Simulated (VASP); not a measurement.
# NaCl in VASP 6.6.1, single-point calculation

INCAR

```
ISMEAR = -1
GGA = PE
ISIF = 2
NELMIN = 4
NELM = 120
ENCUT = 800
IBRION = -1
LCHARG = .FALSE.
SIGMA = 0.02
LASPH = .TRUE.
NSW = 0
LREAL = .FALSE.
LWAVE = .FALSE.
PREC = Accurate
EDIFF = 1E-7
NBANDS = 14
```

KPOINTS

```
KPOINTS created by Atomic Simulation Environment
0
Gamma
8 8 8
0 0 0
```

POSCAR

```
Na Cl
 1.0000000000000000
     0.0000000000000000    2.8026988253748137    2.8026988253748137
     2.8026988253748137    0.0000000000000000    2.8026988253748137
     2.8026988253748137    2.8026988253748137   -0.0000000000000000
 Na  Cl
   1   1
Cartesian
 -0.0000000000000000 -0.0000000000000000 -0.0000000000000000
  2.8026988253748137  2.8026988253748137  2.8026988253748137
```

The recommended PBE PAW datasets give the neutral cell 14 valence electrons.

Command

```
mpirun -np 1 vasp_std
```

Problem. How does this run end, and what does it give?

Solution. It converged. Results: gap between bands v and c on the k mesh 5.18 eV; least direct gap on the k mesh 5.18 eV; pressure 1.3 GPa. Band v is the last that the valence electrons fill when counted band by band, and c is the next.

OSZICAR

```
N       E                     dE             d eps       ncg     rms          rms(c)
DAV:   1     0.127762570825E+03    0.12776E+03   -0.87436E+03   812   0.135E+03
DAV:   2     0.456680482086E+01   -0.12320E+03   -0.11154E+03   876   0.355E+02
DAV:   3    -0.673582711374E+01   -0.11303E+02   -0.11191E+02  1016   0.869E+01
DAV:   4    -0.696011902787E+01   -0.22429E+00   -0.22411E+00   950   0.126E+01
DAV:   5    -0.696421315958E+01   -0.40941E-02   -0.40935E-02  1050   0.181E+00    0.216E+00
DAV:   6    -0.677543431741E+01    0.18878E+00   -0.31104E-01   974   0.329E+00    0.161E+00
DAV:   7    -0.676393555713E+01    0.11499E-01   -0.81800E-02  1092   0.168E+00    0.110E+00
DAV:   8    -0.676948650179E+01   -0.55509E-02   -0.98441E-03   878   0.876E-01    0.303E-01
DAV:   9    -0.676936254214E+01    0.12396E-03   -0.22654E-04  1052   0.119E-01    0.163E-01
DAV:  10    -0.676947212306E+01   -0.10958E-03   -0.30782E-04   902   0.142E-01    0.649E-02
DAV:  11    -0.676946205475E+01    0.10068E-04   -0.18937E-05  1058   0.422E-02    0.142E-02
DAV:  12    -0.676946212678E+01   -0.72029E-07   -0.23487E-06   902   0.149E-02    0.167E-03
DAV:  13    -0.676946259843E+01   -0.47165E-06   -0.31430E-07   998   0.379E-03    0.372E-03
DAV:  14    -0.676946239617E+01    0.20227E-06   -0.55576E-08   700   0.143E-03    0.356E-04
DAV:  15    -0.676946240339E+01   -0.72193E-08   -0.36202E-09   580   0.557E-04
   1 F= -.67694624E+01 E0= -.67694624E+01  d E =-.562331E-12
```

For comparison, a separate PBE run of the intended cell, on usual settings and not on those above, gives a gap of 5.18 eV on its mesh and a pressure of 1.2 GPa.
